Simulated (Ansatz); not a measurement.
## MnO in Ansatz: the effect of starting spin order

Crystal: MnO.

```xyz
2
Lattice="0.0000 2.2239 2.2239 2.2239 0.0000 2.2239 2.2239 2.2239 0.0000" Properties=species:S:1:pos:R:3 pbc="T T T"
Mn    0.0000    0.0000    0.0000
O     2.2239    2.2239    2.2239
```

The cell is a database's computed one.

Alike in all runs:

* Program: Ansatz 0.2.0
* Task: single point
* Functional: PBEsol
* Potentials or basis: Ansatz PAW
* Cutoff: 420 eV (not typed: the program's choice for these potentials)
* k mesh: 10 × 10 × 10
* Occupations: fermi-dirac, width 0.05 eV

| starting spin order | spin | starting moments | energy over the lowest run (meV/atom) | final net moment (μB) | final largest site moment (μB) |
| --- | --- | --- | --- | --- | --- |
| spin off | no spin polarisation | - | ? | ? | ? |
| fm | collinear spin, ferromagnetic start | [4.0, 0.0] μB | 0.0 | 4.77 | 4.03 |
| random | collinear spin, random start | [-4.2, 0.0] μB | 0.0 | -4.77 | 4.03 |
| ferromagnetic start, larger moments | collinear spin, ferromagnetic start | [5.5, 0.0] μB | 0.0 | 4.77 | 4.03 |

**Question.** What does the run with starting spin order spin off give?

**Answer.** Energy over the lowest run 1079.2 meV/atom; final net moment 0.00 μB; final largest site moment 0.00 μB.

Caveats: a cell with one magnetic atom can't hold antiferromagnetic order, which such compounds often take (some runs); an odd number of electrons without spin polarisation forces a metal (some runs); a magnetic or distorted state may lie lower (some runs).
